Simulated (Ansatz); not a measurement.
A: Hf (hcp, Mg type), a = b = 3.1979 Å, c = 5.0473 Å, α = β = 90.00°, γ = 120.00°
B: GeO$_{2}$ (alpha-quartz type, space group P3_121), a = 4.989 Å, b = 4.989 Å, c = 5.675 Å, α = 90.00°, β = 90.00°, γ = 120.00°
C: Zr (hcp, Mg type), a = b = 3.2460 Å, c = 5.1507 Å, α = β = 90.00°, γ = 120.00°

Scan: energy against volume (even scaling of the relaxed cell, symmetry kept). All come from one method, each on a k mesh of its own. All were relaxed with their symmetry unable to fall. Hf is run without spin polarisation. Spin-orbit coupling is left out. Zr is run without spin polarisation.

Order them by bulk modulus at fixed cell shape (fitted) (lowest first) at the level r2SCAN (plane waves to 500 eV, PAW, scalar-relativistic; Ansatz, a program for electronic structure).

B (43.1 GPa), C (95.6 GPa), A (111 GPa)

(A scan under strain: stresses follow from slopes of the energy per volume, elastic moduli from its curvatures.)
